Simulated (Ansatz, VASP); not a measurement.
FeSi2: VASP beside Ansatz

```
Fe Si
1.0
     2.67628    0.00000    0.00000
     0.00000    2.67628    0.00000
     0.00000    0.00000    5.10636
Fe Si
1 2
Direct
  0.00000 0.00000 0.00000
  0.50000 0.50000 0.27193
  0.50000 0.50000 0.72807
```

Alike in both runs: functional PBEsol; k mesh 16 × 16 × 8; occupations gaussian, width 0.1 eV; no spin polarisation.

Ansatz relaxed the structure, and its values are those at the end. VASP's run is a single point on that final structure, the one shown.

|  | VASP | Ansatz |
| --- | --- | --- |
| version | VASP 6.6.1 | Ansatz 0.2.0 |
| potentials or method | VASP PAW PBE potentials, release 64 (Fe, Si) | scalar-relativistic, plane waves, PAW |
| plane-wave cutoff (eV) | 520 | 420 |
| valence electrons in the cell | 16 | 24 |

|  | VASP | Ansatz | Ansatz less VASP |
| --- | --- | --- | --- |
| gap on the k mesh at the Fermi level (eV) | none | none | - |
| pressure (GPa) | 0.4 | 0.0 | -0.45 |
| rms of the force components (eV/Å) | 0.009 | 0.000 | -0.0086 |

A gap of «none» marks a metal or a gap that the smearing closes. The functional is the same, so the differences come from potentials, cutoffs and numerics. The two sets of potentials don't hold the same shells in valence.

Caveats: the PAW data sets were made with another functional, which shifts forces and pressure a little (VASP). Spin polarisation is off, so any magnetic state and its effect on volume and gap are missing.
